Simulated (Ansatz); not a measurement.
# GaN (P6_3mc) in Ansatz: band structure with PBEsol

Aim: the band structure of GaN with PBEsol.

All numbers are computed with Ansatz 0.2.0; they aren't measurements. Logs are shortened: lines on timing, memory, paths and dates and some standing lists are left out, and cuts for length are marked.

**What was measured.**

“Studying electronic properties in GaN without electrical contacts using γ-γ vs e−-γ Perturbed Angular Correlations”, 2019, pmc:6823545 quotes, for a bulk crystal of GaN: band gap 3.503 ± 0.005 eV (direct).

How close the calculation comes is told below.

### 1 The structure

Symmetry: P6_3mc, No. 186, hexagonal system. The conventional cell has a = 3.212 Å, b = 3.212 Å, c = 10.357 Å, α = 90.00°, β = 90.00°, γ = 120.00°. Ga (site symmetry 3m) has 4 N at 1.95 to 2.00 Å as nearest neighbours. Ga (site symmetry 3m) is surrounded by 3 N at 1.94 Å. Around N (site symmetry 3m) lie 4 Ga at 1.94 to 2.00 Å. Around N (site symmetry 3m) lie 3 Ga at 1.95 Å.

The cell is a database's computed one.

### 2 Band structure, PBEsol

File input.yaml:

```yaml
crystal:
  lattice:
    - [3.2115377864, 0.0, 0.0]
    - [-1.6057688932, 2.7812733083, 0.0]
    - [0.0, 0.0, 10.35684]
  atoms:
    - { symbol: Ga, position: [0.0, 0.0, 0.785868] }
    - { symbol: Ga, position: [0.6666666667, 0.3333333333, 0.037349] }
    - { symbol: Ga, position: [0.3333333333, 0.6666666667, 0.537349] }
    - { symbol: Ga, position: [0.0, 0.0, 0.285868] }
    - { symbol: "N", position: [0.0, 0.0, 0.093038] }
    - { symbol: "N", position: [0.6666666667, 0.3333333333, 0.343745] }
    - { symbol: "N", position: [0.0, 0.0, 0.593038] }
    - { symbol: "N", position: [0.3333333333, 0.6666666667, 0.843745] }
hamiltonian:
  xc: pbesol
  pseudopotentials: { kind: paw }
kpoints:
  mp_grid: { grid: [10, 10, 3] }
  band_path:
    path:
      - [[0.0, 0.0, 0.0], [0.5, 0.0, 0.0], [0.3333333333, 0.3333333333, 0.0], [0.0, 0.0, 0.0], [0.0, 0.0, 0.5], [0.5, 0.0, 0.5], [0.3333333333, 0.3333333333, 0.5], [0.0, 0.0, 0.5]]
      - [[0.5, 0.0, 0.5], [0.5, 0.0, 0.0]]
      - [[0.3333333333, 0.3333333333, 0.0], [0.3333333333, 0.3333333333, 0.5]]
    npoints: 10
scf:
  occupations: { method: fermi_dirac, width: 0.05 }
  n_extra_bands: 20
output:
  forces: true
  stress: true
  eigenvalues: true
  fatbands: true
```

Potentials or basis: Ansatz PAW.

The run is started by

```console
ansatz run input.yaml --threads 4 --pin off --max-ram 11264MiB --backend cpu --events-out ev --progress --plain --runs-dir out
```

Log:

```text
Warning: RAYON_NUM_THREADS=4 ignored (pool sized by the plan → 4); use --threads N
scf.n_extra_bands = 20 over 36 filled bands (N_el = 72.0): the run solves 56 bands
Engine: ansatz 0.2.0, x86_64-unknown-linux-gnu
Pseudopotentials: kind: paw
Pseudopotential: Ga, paw, valence charge 13, recommended cutoff 420 eV (normal), Ga.paw.azcp
Pseudopotential: N, paw, valence charge 5, recommended cutoff 420 eV (normal), N.paw.azcp
Functional definition: PBEsol
  exchange = pbesol_x
  correlation = pbesol_c
Crystal: 8 atoms, lattice volume = 92.509 Å³
Basis set: ecut = 420 eV, 1835 PW (Γ), exchange–correlation on 48×48×144 points (8 copies of the dense FFT grid, shifted against one another)
Bands: 56, of which v1, the nominal top of the filled ones, is band 36 counted from 1 (35 counted from 0)
Symmetry: 12 space group operations
Space group: P63mc (ITA 186), of the structure as read, at distance tolerance 4.5e-5 Å
k-points: 28 of 300 (time reversal used)
Non-local potential: Ga, projectors of the file, l = 0: 2, l = 1: 2, l = 2: 3, l = 3: 1
Non-local potential: N, projectors of the file, l = 0: 2, l = 1: 2, l = 2: 1
PAW form: soft (Blöchl's): semilocal exchange-correlation on the pseudo side does not see the compensation charge
PAW frozen core: Ga, regenerated for the run's functional, and the local potential with it (the file was generated under x = pbe(κ = 0.804, μ = 0.2195149727645171), c = pbe(β = 0.06672455060314922))
PAW frozen core: N, regenerated for the run's functional, and the local potential with it (the file was generated under x = pbe(κ = 0.804, μ = 0.2195149727645171), c = pbe(β = 0.06672455060314922))
PAW one-centre angular grid: Ga, 590 points (default); XC on 64 Gauss nodes
PAW one-centre angular grid: N, 110 points (default); XC on 64 Gauss nodes
Initial density: superposition of atomic densities (neutral atoms: chi_scale 0, normalization atom), corrected by the library's trained network
Initial wavefunctions: pseudopotential atomic-orbital guess
Functional: x = pbesol(κ = 0.804, μ = 0.12345679012345678), c = pbesol(β = 0.046)
SCF iter   1: F=—  HF=-16489.061506 eV  |F-HF|=—  |Δ(HF+E_count)|=         —  Δρ=1.17e-2  dr2=1.29e-1  ethr=1.77e-3  ⟨swp⟩=5.0  Hψ=5768  notcnv=0  defer=75
preconditioner: auto → Resta (q_TF=auto, 2.617 Å⁻¹)  ε∞=3.8  [insulator: Δε(μ)=0.690 eV  Ē_g=19.657 eV  σ=0.050 eV  W_gap=1.00  n_scr=38 (ndim 8)  ℏωp=32.8 eV  f_vac=0.004  D(μ)=0.00/eV (n_scr^D=0)  ε∞_Penn≈3.8]
SCF iter   2: F=—  HF=-16489.036145 eV  |F-HF|=—  |Δ(HF+E_count)|=   2.54e-2  Δρ=5.54e-3  dr2=3.30e-2  ethr=1.79e-4  ⟨swp⟩=2.0  Hψ=1976  notcnv=0  defer=368
SCF iter   3: F=—  HF=-16489.028530 eV  |F-HF|=—  |Δ(HF+E_count)|=   7.62e-3  Δρ=1.04e-3  dr2=6.95e-4  ethr=4.58e-5  ⟨swp⟩=2.0  Hψ=1716  notcnv=0  defer=368
SCF iter   4: F=—  HF=-16489.028032 eV  |F-HF|=—  |Δ(HF+E_count)|=   4.98e-4  Δρ=4.52e-4  dr2=2.08e-4  ethr=9.65e-7  ⟨swp⟩=2.0  Hψ=1981  notcnv=0  defer=368
SCF iter   5: F=—  HF=-16489.027986 eV  |F-HF|=—  |Δ(HF+E_count)|=   4.55e-5  Δρ=6.39e-5  dr2=1.10e-5  ethr=2.88e-7  ⟨swp⟩=3.0  Hψ=2155  notcnv=0  defer=368
SCF iter   6: F=—  HF=-16489.027978 eV  |F-HF|=—  |Δ(HF+E_count)|=   8.67e-6  Δρ=1.77e-5  dr2=8.16e-7  ethr=1.53e-8  ⟨swp⟩=2.0  Hψ=1531  notcnv=0  defer=368
SCF iter   7: F=—  HF=-16489.027977 eV  |F-HF|=—  |Δ(HF+E_count)|=   1.15e-7  Δρ=1.00e-5  dr2=5.36e-8  ethr=1.39e-10  ⟨swp⟩=9.8  Hψ=8036  notcnv=0
SCF iter   8: F=-16489.027977 eV  HF=-16489.027977 eV  |F-HF|=1.58e-9  |Δ(HF+E_count)|=   6.88e-8  Δρ=2.81e-6  dr2=5.09e-9  ethr=7.44e-11  ⟨swp⟩=4.0  Hψ=4537  notcnv=0
SCF 1 converged in 8 iterations: F = -16489.027977 eV  dr2 = 5.09e-9
NSCF: frozen V_eff on 93 k-points
SCF converged after 8 iterations
Free energy (F): -16489.027977 eV
Harris-Foulkes:  -16489.027977 eV  (|F-HF|=1.58e-9)
Internal energy: -16489.027973 eV  (E = F + TS)
E sigma→0 (E₀):  -16489.027975 eV
Entropy (-TS):   -0.000005 eV (-0.001 meV/atom)
Fermi energy:    10.280091 eV
--- Per-component energies (eV) ---
  E_band       = -44.099925
  E_kinetic    = 979.124241
  E_local      = -7726.645014  (includes V_loc(G=0)·N_el)
  E_nonlocal   = 1902.609463
  E_hartree    = 3541.463754
  E_xc         = -507.684210
  E_vxc        = -531.414478  (∫ρ·V_xc dr)
  E_paw        = -8304.788597  (= ΣΔE_a)
  E_vpaw       = -1750.700113  (= ΣTr[D̂ρ^β])
  E_aug_tail   = 0.000126  (compensation charges beyond the density's cutoff)
  E_ewald      = -6376.672042
  E_core_change = 3.564307  (= ΣΔE_core)
  E_smearing   = -0.000005  (= −TS)
  E_closure    = 0.000000  (closes the sum)
  Σ components = -16489.027977   (vs F -16489.027977, Δ=0.00e0)
--- Forces (eV/Å), atoms counted from 1 ---
  atom   1  Ga     0.00000000    -0.00000000     0.01837661
  atom   2  Ga     0.00000000    -0.00000000    -0.04994687
  atom   3  Ga     0.00000000     0.00000000    -0.04994687
  atom   4  Ga    -0.00000000     0.00000000     0.01837661
  atom   5  N     -0.00000000     0.00000000    -0.21122661
  atom   6  N     -0.00000000     0.00000000     0.24279430
  atom   7  N      0.00000000    -0.00000000    -0.21122661
  atom   8  N     -0.00000000    -0.00000000     0.24279430
  max |Σ_I F_I| component: 5.13e-6 eV/Å
--- Stress (GPa, compression-positive) ---
       -8.887119       0.000000      -0.000000
        0.000000      -8.887119       0.000000
        0.000000       0.000000      -0.411886
  P = ⅓ Tr σ = -6.0620 GPa (-60.620 kbar)
--- Band table (eV; the first three rows and the last of 28) ---
  k-point 0: bands = ["-6.5165", "-6.2227", "-5.4267", "-5.3332", "-4.5384", "-4.5384", "-4.5368", "-4.5368", "-4.3617", "-4.3617", "-4.3588", "-4.3588", "-4.3324", "-4.2729", "-3.8933", "-3.8933", "-3.8926", "-3.8926", "-3.6512", "-3.6512", "-3.6483", "-3.6483", "-3.4345", "-2.6451", "2.9248", "5.3217", "6.4188", "8.4419", "8.4419", "8.4874", "8.4874", "9.2783", "9.2783", "9.3108", "9.3108", "9.8618", "10.6403", "13.1446", "13.2943", "13.3601", "16.7894", "17.4882", "18.2327", "18.3674", "18.3674", "19.0869", "19.0869", "20.0315", "20.0315", "20.5955", "20.8982", "20.8982", "23.6600", "23.7618", "24.5623", "24.9440"]
  k-point 1: bands = ["-6.4541", "-6.3097", "-5.3930", "-5.3486", "-4.5380", "-4.5380", "-4.5372", "-4.5372", "-4.3610", "-4.3610", "-4.3595", "-4.3595", "-4.3237", "-4.2962", "-3.8931", "-3.8931", "-3.8927", "-3.8927", "-3.6505", "-3.6505", "-3.6490", "-3.6490", "-3.2410", "-2.8509", "3.3468", "4.3801", "7.4481", "8.4529", "8.4529", "8.4752", "8.4752", "8.8337", "9.2865", "9.2865", "9.3029", "9.3029", "11.5532", "12.5680", "13.3540", "13.4446", "17.0040", "17.3446", "18.5025", "18.5025", "18.6840", "18.8401", "18.8401", "19.8069", "20.2953", "20.2953", "20.7049", "20.7049", "23.7433", "23.8531", "25.0486", "25.3191"]
  k-point 2: bands = ["-6.4274", "-6.1645", "-5.3666", "-5.3032", "-4.5473", "-4.5470", "-4.5250", "-4.5239", "-4.3752", "-4.3714", "-4.3573", "-4.3555", "-4.2850", "-4.2016", "-3.8779", "-3.8759", "-3.8748", "-3.8681", "-3.6719", "-3.6621", "-3.6519", "-3.6480", "-3.3584", "-2.5670", "3.0799", "5.2793", "6.3572", "7.6453", "8.1002", "8.1898", "8.3004", "8.3650", "8.7552", "9.0632", "9.2559", "9.8065", "11.5169", "13.4326", "13.8692", "13.9362", "16.4991", "16.9641", "17.6917", "18.4221", "18.7000", "18.8285", "19.2239", "19.3991", "20.2871", "20.4893", "20.8876", "21.1084", "23.1175", "24.2368", "24.4483", "25.0649"]
  k-point 27: bands = ["-5.8104", "-5.7927", "-5.0085", "-5.0058", "-4.4854", "-4.4852", "-4.4583", "-4.4535", "-4.4156", "-4.4110", "-4.2857", "-4.2856", "-3.8510", "-3.8421", "-3.7913", "-3.7912", "-3.7218", "-3.7213", "-3.6602", "-3.6593", "-2.3806", "-2.3678", "-1.7124", "-1.6894", "3.1138", "3.1962", "3.5477", "3.8701", "4.6712", "4.8319", "5.8127", "5.9477", "6.7848", "7.5796", "8.7126", "8.8294", "12.8253", "12.9284", "15.9490", "16.4912", "16.5207", "16.7470", "17.4238", "17.5885", "18.2998", "18.6005", "18.7267", "18.9071", "20.8776", "21.4465", "22.2119", "22.2462", "23.1805", "23.2832", "25.4509", "25.9130"]
```

It took 6.4 s on 4 threads of Intel Xeon 6975P-C (Granite Rapids), shared host; peak memory 0.62 GiB.

What came out:

```yaml
Free_energy: -16489.0280 eV
Pressure: -6.1 GPa
Largest_force: 0.243 eV/Å
Band_gap_on_the_k_mesh: 0.78 eV, direct
Band_gap_along_the_path: 0.78 eV, direct
```

Forces in eV/Å, atoms in the order of the input:
```
Ga   0.000  0.000  0.018
Ga   0.000  0.000 -0.050
Ga   0.000  0.000 -0.050
Ga   0.000  0.000  0.018
N    0.000  0.000 -0.211
N    0.000  0.000  0.243
N    0.000  0.000 -0.211
N    0.000  0.000  0.243
```

Levels at the corners of the path, in eV from the valence-band top:
| point | band 34 | band 35 | band 36 | band 37 | band 38 | band 39 |
| --- | --- | --- | --- | --- | --- | --- |
| Γ | -0.55 | -0.55 | 0.00 | 0.78 | 3.28 | 3.43 |
| M | -1.96 | -1.53 | -0.77 | 1.88 | 2.38 | 4.60 |
| K | -1.86 | -1.21 | -1.21 | 3.10 | 3.10 | 5.81 |
| Γ | -0.55 | -0.55 | 0.00 | 0.78 | 3.28 | 3.43 |
| A | -0.57 | -0.57 | -0.57 | 2.23 | 2.23 | 3.55 |
| L | -1.79 | -1.43 | -1.43 | 2.43 | 2.43 | 4.38 |
| H | -2.60 | -1.07 | -1.07 | 2.94 | 2.94 | 6.62 |
| A | -0.57 | -0.57 | -0.57 | 2.23 | 2.23 | 3.55 |
| L | -1.79 | -1.43 | -1.43 | 2.43 | 2.43 | 4.38 |
| M | -1.96 | -1.53 | -0.77 | 1.88 | 2.38 | 4.60 |
| K | -1.86 | -1.21 | -1.21 | 3.10 | 3.10 | 5.81 |
| H | -2.60 | -1.07 | -1.07 | 2.94 | 2.94 | 6.62 |

Caveat: the pressure holds a Pulay correction of +0.5 GPa for the finite cutoff; the PAW data sets come from PBE, with cores solved anew for the run's functional, which leaves a small shift of forces and pressure.

### 3 For comparison

An earlier run on the cell as given: functional PBEsol; potentials or basis Ansatz PAW; cutoff 420 eV (not typed: the program's choice for these potentials); k mesh 10 × 10 × 3; occupations fermi-dirac, width 0.05 eV; no spin polarisation.

* Pressure: -6.1 GPa
* Largest force: 0.243 eV/Å
* Band gap on the k mesh: 0.78 eV, direct

### 4 Against experiment

Step 2. Measured gap of GaN: 3.503 eV (direct; quoted in “Studying electronic properties in GaN without electrical contacts using γ-γ vs e−-γ Perturbed Angular Correlations”, 2019, pmc:6823545). This calculation gives 0.78 eV (-2.72 eV). So large a miss can be the level of theory's own, or it may mean another phase, state or a wrong row. Spin-orbit coupling on Ga is left out. The value is that of PBEsol, without temperature or zero-point motion. Semilocal functionals fall short of measured gaps as a rule. The cell is a database's relaxed one, not the measured one, which moves gaps too.
